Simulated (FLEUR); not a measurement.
# CdSe (Cadmoselite) (P6_3mc) in FLEUR: further runs, part 2 of 2

FLEUR MaX-R8.1 (later development tree).

**3. Equation of state, LDA, 26.42 Å³/atom (volume scaled by 0.94)**

Changes to inp.xml since step 2:

```diff
@@ -6,3 +6,3 @@
    <calculationSetup>
-      <cutoffs Kmax="4.67" Gmax="14.5" GmaxXC="14.5" numbands="0"/>
+      <cutoffs Kmax="4.8" Gmax="14.9" GmaxXC="14.9" numbands="0"/>
       <scfLoop itmax="60" minDistance="0.00001" maxIterBroyd="15" imix="Anderson" alpha="0.05" precondParam="0.0" spinf="2.0" sdNocoIR="T"/>
@@ -24,3 +24,3 @@
       <xi:include xmlns:xi="http://www.w3.org/2001/XInclude" href="sym.xml"> </xi:include>
-      <bulkLattice scale="1.0">
+      <bulkLattice scale="0.9795861087">
          <bravaisMatrix>
@@ -34,3 +34,3 @@
       <species name="Cadmium (Cd)" element="Cd" atomicNumber="48">
-         <mtSphere radius="2.47" gridPoints="817" logIncrement="0.016"/>
+         <mtSphere radius="2.4" gridPoints="817" logIncrement="0.016"/>
          <atomicCutoffs lmax="10" lnonsphr="10"/>
@@ -48,3 +48,3 @@
       <species name="Selenium (Se)" element="Se" atomicNumber="34">
-         <mtSphere radius="2.1" gridPoints="695" logIncrement="0.018"/>
+         <mtSphere radius="2.04" gridPoints="695" logIncrement="0.018"/>
          <atomicCutoffs lmax="8" lnonsphr="8"/>
```

Potentials or basis: all-electron, FLAPW.

Launch:

```console
$ inpgen -f crystal.txt -profile fastHighL
$ # inp.xml edited to the form shown
$ fleur_MPI
```

Run time: 25 min. Hardware: 1 thread of Intel Xeon Platinum 8175M at 2.50GHz (Skylake/Cascade Lake), shared host; peak memory 0.21 GiB.

It converged, with:

* Free energy: -436370.9035 eV
* Band gap on the k mesh: 0.55 eV, direct
* Valence electrons inside the program's atomic spheres: Cd 18.28; Se 13.42 (radii Cd 2.4, Se 2.04 bohr)

**4. Equation of state, LDA, 26.98 Å³/atom (volume scaled by 0.96)**

Changes to inp.xml since step 3:

```diff
@@ -24,3 +24,3 @@
       <xi:include xmlns:xi="http://www.w3.org/2001/XInclude" href="sym.xml"> </xi:include>
-      <bulkLattice scale="0.9795861087">
+      <bulkLattice scale="0.9864848297">
          <bravaisMatrix>
```

Launch:

```console
$ inpgen -f crystal.txt -profile fastHighL
$ # inp.xml edited to the form shown
$ fleur_MPI
```

It took 26 min on 1 thread of Intel Xeon Platinum 8175M at 2.50GHz (Skylake/Cascade Lake), shared host; peak memory 0.22 GiB.

The run converged. Its results:

```yaml
Free_energy: -436370.9181 eV
Band_gap_on_the_k_mesh: 0.51 eV, direct
Valence_electrons_inside_the_program's_atomic_spheres: Cd 18.26; Se 13.41 (radii Cd 2.4, Se 2.04 bohr)
```

**5. Equation of state, PBEsol, 26.42 Å³/atom (volume scaled by 0.94)**

Changes to inp.xml since step 4:

```diff
@@ -9,3 +9,3 @@
       <coreElectrons ctail="T" frcor="F" kcrel="0" coretail_lmax="0"/>
-      <xcFunctional name="vwn" relativisticCorrections="F"/>
+      <xcFunctional name="PBEs" relativisticCorrections="F"/>
       <magnetism jspins="1"/>
@@ -24,3 +24,3 @@
       <xi:include xmlns:xi="http://www.w3.org/2001/XInclude" href="sym.xml"> </xi:include>
-      <bulkLattice scale="0.9864848297">
+      <bulkLattice scale="0.9795861087">
          <bravaisMatrix>
```

Launch:

```console
$ inpgen -f crystal.txt -profile fastHighL
$ # inp.xml edited to the form shown
$ mpirun -n 4 fleur_MPI -pe_per_kpt 1
```

Run time: 4.8 min. Hardware: 4 MPI ranks of Intel Xeon Platinum 8375C at 2.90GHz (Ice Lake), shared host.

The run converged. Its results:

```
Free energy                                           : -436582.9989 eV
Band gap on the k mesh                                : 0.70 eV, direct
Valence electrons inside the program's atomic spheres : Cd 18.27; Se 13.41 (radii Cd 2.4, Se 2.04 bohr)
```

**6. Equation of state, PBEsol, 26.98 Å³/atom (volume scaled by 0.96)**

Changes to inp.xml since step 5:

```diff
@@ -24,3 +24,3 @@
       <xi:include xmlns:xi="http://www.w3.org/2001/XInclude" href="sym.xml"> </xi:include>
-      <bulkLattice scale="0.9795861087">
+      <bulkLattice scale="0.9864848297">
          <bravaisMatrix>
```

Potentials or basis: all-electron, FLAPW.

Launch:

```console
$ inpgen -f crystal.txt -profile fastHighL
$ # inp.xml edited to the form shown
$ mpirun -n 4 fleur_MPI -pe_per_kpt 1
```

Run time: 4.9 min. Hardware: 4 MPI ranks of Intel Xeon Platinum 8375C at 2.90GHz (Ice Lake), shared host.

The run converged. Its results:

```
Free energy                                           : -436583.0441 eV
Band gap on the k mesh                                : 0.66 eV, direct
Valence electrons inside the program's atomic spheres : Cd 18.25; Se 13.40 (radii Cd 2.4, Se 2.04 bohr)
```

**7. Equation of state, PBEsol, 27.54 Å³/atom (volume scaled by 0.98)**

Changes to inp.xml since step 6:

```diff
@@ -24,3 +24,3 @@
       <xi:include xmlns:xi="http://www.w3.org/2001/XInclude" href="sym.xml"> </xi:include>
-      <bulkLattice scale="0.9864848297">
+      <bulkLattice scale="0.9932883884">
          <bravaisMatrix>
```

Launch:

```console
$ inpgen -f crystal.txt -profile fastHighL
$ # inp.xml edited to the form shown
$ mpirun -n 4 fleur_MPI -pe_per_kpt 1
```

It took 5 min on 4 MPI ranks of Intel Xeon Platinum 8375C at 2.90GHz (Ice Lake), shared host.

Results (log left out):

| Item | Value |
| --- | --- |
| Free energy | -436583.0708 eV |
| Band gap on the k mesh | 0.62 eV, direct |
| Valence electrons inside the program's atomic spheres | Cd 18.24; Se 13.39 (radii Cd 2.4, Se 2.04 bohr) |

**8. Equation of state, PBEsol, 28.10 Å³/atom**

Changes to inp.xml since step 7:

```diff
@@ -24,3 +24,3 @@
       <xi:include xmlns:xi="http://www.w3.org/2001/XInclude" href="sym.xml"> </xi:include>
-      <bulkLattice scale="0.9932883884">
+      <bulkLattice scale="1.0000000000">
          <bravaisMatrix>
```

Launch:

```console
$ inpgen -f crystal.txt -profile fastHighL
$ # inp.xml edited to the form shown
$ mpirun -n 4 fleur_MPI -pe_per_kpt 1
```

Wall time 5.3 min (4 MPI ranks of Intel Xeon Platinum 8375C at 2.90GHz (Ice Lake), shared host).

It converged, with:

| Item | Value |
| --- | --- |
| Free energy | -436583.0810 eV |
| Band gap on the k mesh | 0.58 eV, direct |
| Valence electrons inside the program's atomic spheres | Cd 18.22; Se 13.38 (radii Cd 2.4, Se 2.04 bohr) |

**9. Equation of state, PBEsol, 28.66 Å³/atom (volume scaled by 1.02)**

Changes to inp.xml since step 8:

```diff
@@ -24,3 +24,3 @@
       <xi:include xmlns:xi="http://www.w3.org/2001/XInclude" href="sym.xml"> </xi:include>
-      <bulkLattice scale="1.0000000000">
+      <bulkLattice scale="1.0066227096">
          <bravaisMatrix>
```

Potentials or basis: all-electron, FLAPW.

Launch:

```console
$ inpgen -f crystal.txt -profile fastHighL
$ # inp.xml edited to the form shown
$ mpirun -n 4 fleur_MPI -pe_per_kpt 1
```

It took 6 min on 4 MPI ranks of Intel Xeon Platinum 8375C at 2.90GHz (Ice Lake), shared host.

Results (log left out):

| Property | Result |
| --- | --- |
| Free energy | -436583.0763 eV |
| Band gap on the k mesh | 0.54 eV, direct |
| Valence electrons inside the program's atomic spheres | Cd 18.21; Se 13.37 (radii Cd 2.4, Se 2.04 bohr) |

**10. Equation of state, PBEsol, 29.23 Å³/atom (volume scaled by 1.04)**

Changes to inp.xml since step 9:

```diff
@@ -24,3 +24,3 @@
       <xi:include xmlns:xi="http://www.w3.org/2001/XInclude" href="sym.xml"> </xi:include>
-      <bulkLattice scale="1.0066227096">
+      <bulkLattice scale="1.0131594038">
          <bravaisMatrix>
```

Launch:

```console
$ inpgen -f crystal.txt -profile fastHighL
$ # inp.xml edited to the form shown
$ mpirun -n 4 fleur_MPI -pe_per_kpt 1
```

Run time: 6.1 min. Hardware: 4 MPI ranks of Intel Xeon Platinum 8375C at 2.90GHz (Ice Lake), shared host.

It converged, with:

- Free energy: -436583.0586 eV
- Band gap on the k mesh: 0.50 eV, direct
- Valence electrons inside the program's atomic spheres: Cd 18.19; Se 13.36 (radii Cd 2.4, Se 2.04 bohr)

**11. Equation of state, PBEsol, 29.79 Å³/atom (volume scaled by 1.06)**

Changes to inp.xml since step 10:

```diff
@@ -24,3 +24,3 @@
       <xi:include xmlns:xi="http://www.w3.org/2001/XInclude" href="sym.xml"> </xi:include>
-      <bulkLattice scale="1.0131594038">
+      <bulkLattice scale="1.0196128224">
          <bravaisMatrix>
```

Launch:

```console
$ inpgen -f crystal.txt -profile fastHighL
$ # inp.xml edited to the form shown
$ mpirun -n 4 fleur_MPI -pe_per_kpt 1
```

Run time: 6.7 min. Hardware: 4 MPI ranks of Intel Xeon Platinum 8375C at 2.90GHz (Ice Lake), shared host.

The run converged. Its results:

```yaml
Free_energy: -436583.0290 eV
Band_gap_on_the_k_mesh: 0.46 eV, direct
Valence_electrons_inside_the_program's_atomic_spheres: Cd 18.18; Se 13.36 (radii Cd 2.4, Se 2.04 bohr)
```

**12. Equation of state, PBEsol**

Potentials or basis: all-electron, FLAPW.

This step only gathers the single runs of the series.

What came out:

| Quantity | Value |
| --- | --- |
| Equilibrium volume | 28.20 Å³/atom |
| Bulk modulus at fixed shape and positions | 52 GPa |
| Pressure derivative of the bulk modulus | 4.7 |

Energy against volume, from the lowest point:
```
volume (Å³/atom)  energy (meV/atom)
          26.416              20.51
          26.978               9.21
          27.540               2.54
          28.102               0.00
          28.665               1.16
          29.227               5.60
          29.789              12.98
```

Caveat: the cell was scaled at fixed shape and fractional positions, which overstates the stiffness of a crystal with free parameters, most of all of layers and chains.

**13. How close it comes**

Step 2. Measured gap of CdSe: 1.841 eV (2 K; a printed reference work, data compilation). This calculation gives 0.43 eV (-1.41 eV). So large a miss can be the level of theory's own, or it may mean another phase, state or a wrong row. Spin-orbit coupling on Cd, Se is left out. The value is that of LDA, without temperature or zero-point motion. Semilocal functionals fall short of measured gaps as a rule.
